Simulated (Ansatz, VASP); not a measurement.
KNbO3: VASP beside Ansatz

```
Nb K O
1.0
     3.99600    0.00000    0.00000
     0.00000    3.99600    0.00000
     0.00000    0.00000    4.06300
Nb K O
1 1 3
Direct
  0.50000 0.50000 0.50000
  0.00000 0.00000 0.01800
  0.00000 0.50000 0.54000
  0.50000 0.00000 0.54000
  0.50000 0.50000 0.04400
```

Measurements of this composition are mostly on another form, of space group No. 38.

Alike in both runs: task single point; functional PBE; k mesh 7 × 7 × 7; occupations fermi-dirac, width 0.05 eV; no spin polarisation.

```csv
,VASP,Ansatz
version,VASP 6.6.1,Ansatz 0.2.0
potentials or method,"VASP PAW PBE potentials, release 64 (Nb_sv, K_sv, O)",Ansatz PAW
plane-wave cutoff (eV),520,420
valence electrons in the cell,40,40
```

|  | VASP | Ansatz | Ansatz less VASP |
| --- | --- | --- | --- |
| gap on the k mesh at the Fermi level (eV) | 1.66 | 1.68 | +0.020 |
| least direct gap on the mesh (eV) | 2.42 | 2.44 | +0.014 |
| pressure (GPa) | 3.2 | 3.3 | +0.09 |
| largest component of the traceless stress (GPa) | 1.84 | 1.80 | -0.043 |
| rms of the force components (eV/Å) | 0.060 | 0.053 | -0.0065 |

Atom by atom the forces differ by 0.007 eV/Å (rms over components). The functional is the same, so the differences come from potentials, cutoffs and numerics.

Caveats: an odd mesh through Γ misses points on the zone boundary, where band edges often lie (VASP); odd divisions of the mesh miss points on the zone boundary, where band edges often lie, so the gap on the mesh can be too wide (Ansatz); the pressure holds a Pulay correction of +0.5 GPa for the finite cutoff (Ansatz). As with any semilocal functional, this PBE gap is likely too small.
